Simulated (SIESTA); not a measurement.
The system is SiNi3.

```
Ni Si
1.0
     3.54200    0.00000    0.00000
     0.00000    3.54200    0.00000
     0.00000    0.00000    3.54200
Ni Si
3 1
Direct
  0.50000 0.50000 0.00000
  0.50000 0.00000 0.50000
  0.00000 0.50000 0.50000
  0.00000 0.00000 0.00000
```

| Property | Result |
| --- | --- |
| Program | SIESTA 5.4.2 |
| Task | single point |
| Functional | PBE |
| Potentials or basis | PseudoDojo 0.4 standard (PBE files) |
| Basis | DZP (energy shift 0.003 Ry; two zetas on semicore shells) |
| Grid cutoff | 800 Ry |
| Energy shift | 0.003 Ry |
| k mesh | 8 × 8 × 8 |
| Occupations | fermi-dirac, width 0.05 eV |
| Spin | collinear spin, ferromagnetic start |
| Starting moments | [1.0, 1.0, 1.0, 0.0] μB |

On this cell: pressure -5.6 GPa; largest force zero by symmetry; net moment 0.00 μB per cell; band gap on the k mesh none (metal or under the smearing width).

The same run follows on a disturbed copy (atoms moved at random, drawn with an rms of 0.05 Å):

```xyz
4
Lattice="3.5420 0.0000 0.0000 0.0000 3.5420 0.0000 0.0000 0.0000 3.5420" Properties=species:S:1:pos:R:3 pbc="T T T"
Ni    1.7308    1.7137   -0.0055
Ni    1.7463   -0.0046    1.7902
Ni    0.0374    1.7616    1.7301
Si   -0.0132    0.0227    0.0071
```

Task: What changes?

Result: The energy (extrapolated to zero smearing) moves by +14.0 meV/atom; pressure -4.7 GPa; largest force 0.929 eV/Å; net moment 0.00 μB per cell; band gap on the k mesh none (metal or under the smearing width).

Forces in eV/Å, atoms in the order of the input:
```
Ni   0.544  0.513 -0.043
Ni   0.460 -0.389 -0.180
Ni  -0.864  0.149  0.307
Si  -0.143 -0.273 -0.083
```

Stress tensor (GPa, compression positive):
```
-4.76  0.10 -0.20
 0.10 -4.72  0.32
-0.20  0.32 -4.63
```

Caveats: short orbitals over semicore shells can move pressures by several GPa; the basis of atomic orbitals isn't converged, which shifts pressures, moduli and gaps.
